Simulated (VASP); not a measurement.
## Sb: single point with PBE

Sb:

```
Sb
1.0
    -0.01676    2.38071    2.40165
     2.36975    0.04435    2.34054
     2.40963    2.35947    0.00447
Sb
1
Cartesian
  0.0053 -0.0427 0.0125
```

The cell isn't the ideal one: cell strained at random at fixed volume.

```json
{"Program": "VASP 6.6.1", "Task": "single point", "Functional": "PBE", "Potentials or basis": "VASP PAW PBE potentials, release 64 (Sb)", "Cutoff": "520 eV", "k mesh": "10 × 10 × 10", "Occupations": "fermi-dirac, width 0.05 eV", "Spin": "no spin polarisation", "Further INCAR settings": "ALGO = Normal; EDIFF = 1e-07; NBANDS = 8"}
```

```json
{"Pressure": "1.6 GPa", "Band gap on the k mesh": "none (metal or under the smearing width)"}
```

Stress tensor (GPa, compression positive):
```
1.72 0.41 0.22
0.41 1.77 0.07
0.22 0.07 1.36
```

Levels at points of the mesh, in eV from the Fermi level:
| k point | band 1 | band 2 | band 3 | band 4 | band 5 | band 6 | band 7 |
| --- | --- | --- | --- | --- | --- | --- | --- |
| (0.00, 0.00, 0.00) | -13.03 | 5.04 | 5.27 | 5.75 | 9.60 | 9.84 | 10.28 |
| (0.50, 0.00, 0.00) | -9.42 | -5.94 | 3.69 | 4.08 | 8.37 | 9.10 | 9.56 |
| (0.00, 0.50, 0.00) | -8.92 | -5.85 | 3.18 | 3.45 | 7.79 | 8.71 | 9.03 |
| (0.50, 0.50, 0.00) | -7.55 | -5.00 | 0.20 | 0.50 | 4.10 | 4.60 | 17.46 |
| (0.00, 0.00, 0.50) | -9.24 | -5.91 | 3.64 | 3.74 | 8.25 | 9.00 | 9.26 |
| (0.50, 0.00, 0.50) | -7.44 | -4.92 | -0.05 | 0.52 | 3.91 | 4.60 | 17.48 |
| (0.00, 0.50, 0.50) | -7.72 | -5.09 | 0.16 | 0.85 | 4.13 | 4.85 | 17.56 |
| (0.50, 0.50, 0.50) | -9.29 | -5.92 | 3.47 | 3.96 | 8.15 | 8.85 | 9.64 |

It took 57 s on 1 thread of Intel(R) Xeon(R) Platinum 8488C (Sapphire Rapids) (shared host), peak memory 0.24 GiB.

The run has no spin-orbit coupling, so splittings on Sb are missing.
